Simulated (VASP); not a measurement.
Wanted: the native input for a VASP 6.6.1 run.

| Property | Result |
| --- | --- |
| Task | single point |
| Functional | r2SCAN |
| Potentials or basis | VASP PAW PBE potentials, release 64 (Pb_d, O) |
| Cutoff | 520 eV |
| k mesh | 6 × 6 × 6 |
| Occupations | gaussian, width 0.01 eV |
| Spin | no spin polarisation |
| Dipole correction | no |
| Further INCAR settings | ALGO = Normal; EDIFF = 1e-06; NBANDS = 17 |

PbO:

```
CELL_PARAMETERS angstrom
0.00000 2.79878 2.79878
2.79878 0.00000 2.79878
2.79878 2.79878 0.00000
ATOMIC_POSITIONS crystal
Pb 0.00000 0.00000 0.00000
O 0.25000 0.25000 0.25000
```

The cell was built by a generator and needn't be a form met in nature.

These files were run (other wordings do the same):

POSCAR

```
PbO
1.0
    0.0000000000      2.7987768033      2.7987768033
    2.7987768033      0.0000000000      2.7987768033
    2.7987768033      2.7987768033      0.0000000000
Pb O
1 1
Direct
    0.0000000000      0.0000000000      0.0000000000
    0.2500000000      0.2500000000      0.2500000000
```

INCAR.step1

```
SYSTEM = PbO
ALGO = Normal ; EDIFF = 1E-4
ENCUT = 520 ; GGA = PE
ISMEAR = 0 ; LASPH = .TRUE.
LCHARG = .FALSE. ; LREAL = .FALSE.
LWAVE = .TRUE. ; NBANDS = 17
NELM = 100 ; PREC = Accurate
SIGMA = 0.01
```

INCAR.step2

```
SYSTEM = PbO
ALGO = Normal ; EDIFF = 1E-6
ENCUT = 520 ; ISIF = 2
ISMEAR = 0 ; ISTART = 1
LASPH = .TRUE. ; LCHARG = .FALSE.
LMIXTAU = .TRUE. ; LREAL = .FALSE.
LWAVE = .FALSE. ; METAGGA = R2SCAN
NBANDS = 17 ; NELM = 100
PREC = Accurate ; SIGMA = 0.01
```

KPOINTS

```
k-points
0
G
  6 6 6
  0 0 0
```

Potentials or basis: VASP PAW PBE potentials, release 64 (Pb_d, O).

Run with:

```sh
$ cat potpaw_PBE.64/Pb_d/POTCAR potpaw_PBE.64/O/POTCAR > POTCAR
$ cp INCAR.step1 INCAR
$ mpirun -np 1 vasp_std > vasp.out
$ cp INCAR.step2 INCAR
$ mpirun -np 1 vasp_std > vasp.out
```

It gave:

| Item | Value |
| --- | --- |
| Pressure | 0.3 GPa |
| Band gap on the k mesh | 0.65 eV, indirect (least direct gap 0.79 eV) |

Caveat: the PAW data sets were made with another functional, which shifts forces and pressure a little; spin-orbit coupling is left out, which as a rule narrows the gap of such compounds by several tenths of an eV.

It took 33 s on 1 thread of Intel(R) Xeon(R) Platinum 8488C (Sapphire Rapids), on a shared host, peak memory 0.17 GiB.
